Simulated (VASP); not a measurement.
SiC: band gap and direct gap against volume per atom

All results are calculated (VASP 6.6.1). Plane-wave PAW density functional theory at fixed atoms, no spin polarisation, Gamma-centred mesh; band v is the last by electron count, c the next, levels count from the top of v, gaps are read over the k mesh and the listed points, a negative gap is an overlap (a metal).

Cell of the first row (space group F-43m, No. 216):
```
SiC
1.0
      0.0000     2.0909     2.0909
      2.0909     0.0000     2.0909
      2.0909     2.0909     0.0000
Si C
1 1
Direct
  0.00000 0.00000 0.00000
  0.25000 0.25000 0.25000
```

Settings of every row: functional r2SCAN; spin orbit no; screening parameter 0 Å⁻¹; occupations Gaussian; smearing width 0.01 eV; wave cutoff 520 eV; datasets recommended PBE set; valence electrons 8; k mesh a 10; k mesh b 10; k mesh c 10.

Point:
| name | a (reciprocal cell vector) | b (reciprocal cell vector) | c (reciprocal cell vector) |
| --- | --- | --- | --- |
| Gamma | 0 | 0 | 0 |
| X | -0.5 | -0.5 | 0 |
| K | -0.375 | 0 | 0.375 |
| L | 0 | 0 | 0.5 |
| W | -0.5 | -0.25 | 0.25 |
| PBE-CBM | 0 | 0.5 | 0.5 |

Limits: semilocal functionals tend to give too small a gap.

| row | volume per atom (Å³) | band gap (eV) | direct gap (eV) |
| --- | --- | --- | --- |
| 1 | 9.142 | 1.635 | 5.206 |
| 2 | 9.43 | ? | ? |
| 3 | 9.725 | 1.683 | 5.136 |
| 4 | 10.026 | 1.704 | 5.099 |
| 5 | 10.332 | 1.724 | 5.06 |
| 6 | 10.646 | 1.743 | 5.021 |
| 7 | 10.965 | 1.759 | 4.98 |
| 8 | 11.291 | 1.775 | 4.938 |
| 9 | 11.623 | 1.788 | 4.895 |

Question: what band gap and direct gap should row 2 give?

Worked fit of band gap. Take t = volume per atom − 10, in Å³. The shown rows have t = -0.858, -0.275, 0.026, 0.332, 0.646, 0.965, 1.291, 1.623. Least squares give band gap = 1.7023 + 0.06933 × t − 0.01021 × t² eV; a straight line predicts inner rows, each left out in turn, worse (root mean square 0.0049 against 0.0005 eV). The rows lie off it by 0.000, 0.001, 0.000, 0.000, 0.000, -0.001, 0.000, 0.000. The withheld row has t = -0.57, so the fit gives 1.7023 + 0.06933 × (-0.57) − 0.01021 × (-0.57)² = 1.659 eV.

The calculation gave 1.66 eV. The fit lies 0.001 eV (0.65 % of the column's range) below it, one unit of the last digit.

Worked fit of direct gap. Take t = volume per atom − 10, in Å³. The shown rows have t = -0.858, -0.275, 0.026, 0.332, 0.646, 0.965, 1.291, 1.623. Least squares give direct gap = 5.1018 − 0.12373 × t − 0.00236 × t² eV; a straight line predicts inner rows, each left out in turn, worse (root mean square 0.0012 against 0.00041 eV). All shown rows lie on it to the printed digit. The withheld row has t = -0.57, so the fit gives 5.1018 − 0.12373 × (-0.57) − 0.00236 × (-0.57)² = 5.172 eV.

The calculation gave 5.172 eV. The fit meets it to the printed digit.
